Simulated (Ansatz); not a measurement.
# CsPbCl3 (model cell, started as cubic perovskite with Pb in the octahedra): relaxing the cell for a phonon run, part 2 of 2

Wanted: the relaxed cell of CsPbCl3 (model cell, started as cubic perovskite with Pb in the octahedra).

Ansatz 0.2.0; DFT PBEsol, scalar-relativistic, plane waves, PAW; PAW set soft_1.

So far. Step 2 (Probe on a coarse mesh): The coarse mesh shows a gap of 2.32 eV and a pressure of -2.4 GPa.

**5. Relaxing to small forces for the phonons, k-mesh 4×4×4 (continued)**

ELF in the ac plane at fractional y = 0.500, with atoms of Pb and Cl within 0.2 Å of it. It is the smooth field of the valence electrons, not physical close to the nuclei.

Ten even steps from '_' (0.00) to '@' (0.87), each cell a mean:
```
______--##@@@@##++%%@@%%++..____
______..++%%@@@@@@@@@@##--______
::..____..++##%%%%##**--..____..
**==::____..::------::____..--++
@@%%++::__..::----::::..__--##%%
@@@@%%==..--==++==++==::::**@@@@
%%@@@@++::====::..--++::--##@@%%
--##@@**::==--____..==----%%@@++
++%%@@**::====..__::++----%%@@##
@@@@@@++..--++==--====::::##@@@@
@@@@##--..::--======--....++%%@@
##**--..__....::::::..____..++##
--::____..--++****++==::____..--
________--##@@@@@@@@%%++::______
______::**@@@@%%##@@@@%%==..____
______--##@@@@++--%%@@@@**::____
```
Columns run along a (5.6 Å), rows up along c (5.6 Å). Atoms in or near the plane, at fractional coordinates: Pb at (0.50, 0.50), Cl at (0.50, 0.00), Cl at (0.00, 0.50).

Electrostatic potential energy in the ac plane at fractional y = 0.500, with atoms of Pb and Cl within 0.2 Å of it. With pseudopotentials it is smooth inside the atoms' cores, unlike the true potential.

Ten even steps from '_' (-38 eV) to '@' (9 eV), each cell a mean:
```
@@@@@@@@@@%%--______++@@@@@@@@@@
@@@@@@@@@@@@**--::==%%@@@@@@@@@@
@@@@@@@@@@@@@@%%##%%@@@@@@@@@@@@
@@@@@@@@@@@@@@%%%%@@@@@@@@@@@@@@
@@@@@@@@@@@@%%######%%@@@@@@@@@@
++**%%@@@@%%==....--**%%@@@@%%++
__::**@@%%**..______--##@@%%==__
____==%%%%==____..__..##%%##::__
__..++%%%%++________..##%%%%--__
::==%%@@%%##::____..==%%@@@@**--
%%%%@@@@@@%%##++==**%%@@@@@@@@%%
@@@@@@@@@@@@%%%%%%%%@@@@@@@@@@@@
@@@@@@@@@@@@@@%%%%@@@@@@@@@@@@@@
@@@@@@@@@@@@%%++==**%%@@@@@@@@@@
@@@@@@@@@@%%==..__::**@@@@@@@@@@
@@@@@@@@@@%%::______++@@@@@@@@@@
```
Columns run along a (5.6 Å; values clipped at the 3rd and 97th percentile), rows up along c (5.6 Å). Atoms in or near the plane, at fractional coordinates: Pb at (0.50, 0.50), Cl at (0.50, 0.00), Cl at (0.00, 0.50).

The forces vanish by symmetry and the pressure is -0.006 GPa, within the tolerances set. The cell now holds 35.61 Å³/atom.

**6. Tight relaxation, k-mesh 8×8×8**

The k mesh is raised to 8×8×8 since a zone-centre run on the first mesh warned that it was too coarse for the force constants, and the cell is relaxed again on it.

The input, input.yaml:

```yaml
crystal:
  lattice:
    - [5.6256294216, 0.0, 0.0]
    - [0.0, 5.6256294216, 0.0]
    - [0.0, 0.0, 5.6256294216]
  atoms:
    - { symbol: Cs, position: [0.0, 0.0, 0.0] }
    - { symbol: Pb, position: [0.5, 0.5, 0.5] }
    - { symbol: Cl, position: [0.5, 0.5, 0.0] }
    - { symbol: Cl, position: [0.5, 0.0, 0.5] }
    - { symbol: Cl, position: [0.0, 0.5, 0.5] }
kpoints:
  mp_grid: { grid: [8, 8, 8] }
hamiltonian:
  xc: pbesol
  pseudopotentials: { kind: paw, azcp: { folder: soft_1 }, xc_functional: pbe }
scf:
  occupations: { method: fixed }
output:
  forces: true
  stress: true
  eigenvalues: true
relax:
  adjacent_minimum: "off"
  f_tol: 0.001
  max_steps: 60
  cell: { stress_tol: 0.01 }
```

Started as:

```bash
ansatz run input.yaml --threads 4 --pin off --max-ram 16384MiB --backend cpu --events-out ev --progress --plain --runs-dir out
```

Numbers of over 12 decimals in the logs are rounded to 6 here.

The log of the run:

```text
[...]
Crystal: 5 atoms, lattice volume = 178.038 Å³
Basis set: ecut = 420 eV, 3431 PW (Γ), exchange–correlation on 80×80×80 points (8 copies of the dense FFT grid, shifted against one another)
Bands: 27, of which v1, the nominal top of the filled ones, is band 22 counted from 1 (21 counted from 0)
Symmetry: 48 space group operations
[...]
k-points: 35 of 512
[...]
--- Relaxed structure (3 steps of the walk, 3 accepted, 1 SCFs on fresh bases) ---
[...]
cell:  # Å, volume = 177.3157 Å³
    - [5.618009, 0, 0.0]
    - [0, 5.618009, 0]
    - [0, 0, 5.618009]
  atoms:
    - { symbol: Cs, position: [0, 0, 0] }
    - { symbol: Pb, position: [0.5, 0.5, 0.5] }
    - { symbol: Cl, position: [0.5, 0.5, 0] }
    - { symbol: Cl, position: [0.5, 0, 0.5] }
    - { symbol: Cl, position: [0, 0.5, 0.5] }
[key lines of the parts left out:]
SCF converged after 4 iterations
Free energy (F): -20532.982116 eV
Fermi energy:    3.945303 eV
P = ⅓ Tr σ = 0.0001 GPa (0.001 kbar)
```

Elapsed: 11 s, on 4 threads of Arm Neoverse V1, shared host; peak memory 0.56 GiB.

Relaxation path:

```
step  energy less that of the first step (eV)  largest force component (eV/Å)  pressure (GPa)  volume (Å³)
   1                                   0.0000                          0.0000           -0.10       178.04
   2                                  -0.0002                          0.0000           -0.04       177.58
   3                                  -0.0003                          0.0000            0.00       177.32
  4*                                  -0.0002                          0.0000            0.00       177.32
```

Relaxation steps marked * repeat the geometry before them on a plane-wave basis chosen anew for their cell, so energy and pressure can jump there.

The run keeps the 48 symmetry operations that it works with, so distortions that break them were not tested.

```
conventional cell, symmetrised  before  after  change
                         a (Å)   5.626  5.618  -0.1 %
                         b (Å)   5.626  5.618  -0.1 %
                         c (Å)   5.626  5.618  -0.1 %
              volume (Å³/atom)   35.61  35.46  -0.4 %
```

Final coordinates:

```xyz
5
Lattice="5.6180 0.0000 0.0000 0.0000 5.6180 0.0000 0.0000 0.0000 5.6180" Properties=species:S:1:pos:R:3 pbc="T T T"
Cs    0.0000    0.0000    0.0000
Pb    2.8090    2.8090    2.8090
Cl    2.8090    2.8090    0.0000
Cl    2.8090    0.0000    2.8090
Cl    0.0000    2.8090    2.8090
```

This step gave:

| Item | Value |
| --- | --- |
| pressure | 9.58e-5 GPa |
| gap on the k-mesh | 1.842 eV |
| volume per atom | 35.46 Å³ |
| direct gap on mesh | 1.842 eV |

The forces vanish by symmetry and the pressure is 0.000 GPa, within the tolerances set. The cell now holds 35.46 Å³/atom.

**7. What came out**

- space group after relaxation (within 0.01 Å): Pm-3m
- lattice constant a: 5.618 Å
- lattice constant b: 5.618 Å
- lattice constant c: 5.618 Å
- volume per atom: 35.5 Å³
- gap on the k-mesh: 1.84 eV

**Reading.** The forces vanish by symmetry and the pressure is 0.000 GPa, within the tolerances set. The cell now holds 35.46 Å³/atom. The relaxation keeps the symmetry of its start, so it says nothing on stability against lower symmetry. Spin-orbit coupling is left out, which can matter for the heavy elements here. The PAW files were made for PBE and serve the other functionals too. The starting cell was built on a prototype and not taken from a measurement, so the phase need not exist.

[Logs are printed without paths, hosts, clocks, repeated set-up lines and the standing remarks that a program may print on its own settings, such as how far it seeks lower states.]

[Hosts, paths, dates, database ids (printed as entryN), source tags and the programs' standing remarks are cut or masked in the printed files.]
